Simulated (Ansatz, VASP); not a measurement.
**NbH2 in VASP and in Ansatz**

File POSCAR:

```
NbH2
1.0
    2.3917434396      0.0000000000      0.0000000000
   -1.1958717198      2.0713105781      0.0000000000
    0.0000000000      0.0000000000      9.3029011992
Nb H
2 4
Direct
    0.3333333333      0.6666666667      0.2500000000
    0.6666666667      0.3333333333      0.7500000000
    0.3333333333      0.6666666667      0.6275000000
    0.6666666667      0.3333333333      0.1275000000
    0.3333333333      0.6666666667      0.8725000000
    0.6666666667      0.3333333333      0.3725000000
```

INCAR.step1

```
SYSTEM = NbH2
PREC = Accurate ; ENCUT = 520
ISMEAR = 0 ; SIGMA = 0.1
LREAL = .FALSE. ; LASPH = .TRUE.
NELM = 60 ; NBANDS = 24
GGA = PE ; ALGO = Normal
EDIFF = 1E-4 ; LWAVE = .TRUE.
LCHARG = .FALSE.
```

INCAR.step2

```
SYSTEM = NbH2
PREC = Accurate ; ENCUT = 520
EDIFF = 1E-6 ; ISMEAR = 0
SIGMA = 0.1 ; LREAL = .FALSE.
LASPH = .TRUE. ; NELM = 60
ALGO = Normal ; ISIF = 2
LWAVE = .FALSE. ; LCHARG = .FALSE.
METAGGA = R2SCAN ; LMIXTAU = .TRUE.
NBANDS = 24 ; ISTART = 1
```

File KPOINTS:

```
regular mesh
0
G
  12 12 2
  0 0 0
```

Input for Ansatz:

```yaml
crystal:
  lattice:
    - [2.3917434396, 0.0, 0.0]
    - [-1.1958717198, 2.0713105781, 0.0]
    - [0.0, 0.0, 9.3029011992]
  atoms:
    - { symbol: Nb, position: [0.3333333333, 0.6666666667, 0.25] }
    - { symbol: Nb, position: [0.6666666667, 0.3333333333, 0.75] }
    - { symbol: H, position: [0.3333333333, 0.6666666667, 0.6275] }
    - { symbol: H, position: [0.6666666667, 0.3333333333, 0.1275] }
    - { symbol: H, position: [0.3333333333, 0.6666666667, 0.8725] }
    - { symbol: H, position: [0.6666666667, 0.3333333333, 0.3725] }
basis:
  ecutwfc: 500
kpoints:
  mp_grid: { grid: [12, 12, 2] }
hamiltonian:
  xc: r2scan
scf:
  occupations: { method: gaussian, width: 0.1 }
  lower_state_search: "off"
output:
  forces: true
  stress: true
  eigenvalues: true
```

Alike in both runs: task single point; functional r2SCAN; k mesh 12 × 12 × 2; occupations gaussian, width 0.1 eV; no spin polarisation.

|  | VASP | Ansatz |
| --- | --- | --- |
| version | VASP 6.6.1 | Ansatz 0.2.0 |
| potentials or method | VASP PAW PBE potentials, release 64 (Nb_sv, H) | scalar-relativistic, plane waves, PAW |
| plane-wave cutoff (eV) | 520 | 500 |
| valence electrons in the cell | 30 | 30 |

VASP gave:

| Item | Value |
| --- | --- |
| gap on the k mesh at the Fermi level (eV) | none |
| rms of the force components (eV/Å) | 1.563 |

Problem. Estimate Ansatz's values.

Solution. gap on the k mesh at the Fermi level (eV): none; rms of the force components (eV/Å): 1.566.

Atom by atom the forces differ by 0.003 eV/Å (rms over components). A gap of «none» marks a metal or a gap that the smearing closes.

Caveats: the PAW data sets were made with another functional, which shifts forces and pressure a little (VASP).
